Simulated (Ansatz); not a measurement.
The system is I.

```
I
1.0
     3.63503   -2.39502    0.00000
     3.63503    2.39502    0.00000
     0.00000    0.00000    9.79344
I
4
Direct
  0.64930 0.35070 0.38440
  0.14930 0.85070 0.11560
  0.35070 0.64930 0.61560
  0.85070 0.14930 0.88440
```

```yaml
Program: Ansatz 0.2.0
Task: relaxation of cell and atoms
Functional: PBEsol
Dispersion: D3(BJ)
Potentials_or_basis: Ansatz PAW
Cutoff: "420 eV (not typed: the program's choice for these potentials)"
k_mesh: 7 × 7 × 3
Occupations: fermi-dirac, width 0.05 eV
Spin: no spin polarisation
```

At the start: volume 42.63 Å³/atom.

**Question.** Where does the relaxation end?

**Answer.** It ends after 8 steps and the volume is 35.70 Å³/atom (-16.3 %); space group Cmce (No. 64, to 0.05 Å).

Step by step:
```csv
step,energy change (eV),largest force (eV/Å),volume (Å³)
1,0.0000,0.7591,170.52
2,-0.2341,0.3032,153.27
3,-0.3421,0.1053,144.00
4,-0.3475,0.0128,140.88
5,-0.3508,0.0244,143.17
6,-0.3514,0.0791,143.07
7,-0.3531,0.0014,142.78
8,-0.3495,0.0014,142.78
```

Final structure:
```xyz
4
Lattice="3.4912 -2.1532 0.0000 3.4912 2.1532 0.0000 0.0000 0.0000 9.4971" Properties=species:S:1:pos:R:3 pbc="T T T"
I     3.4912   -0.7803    3.5793
I     3.4912    1.3729    1.1693
I     3.4912    0.7803    5.9178
I     3.4912   -1.3729    8.3278
```

Caveat: the volume moved by over 15 % at a fixed basis, so the end points are rough; the plane-wave basis is chosen anew once the cell has moved, so the energies of steps on either side of that aren't comparable; the PAW data sets come from PBE, with cores solved anew for the run's functional, which leaves a small shift of forces and pressure.
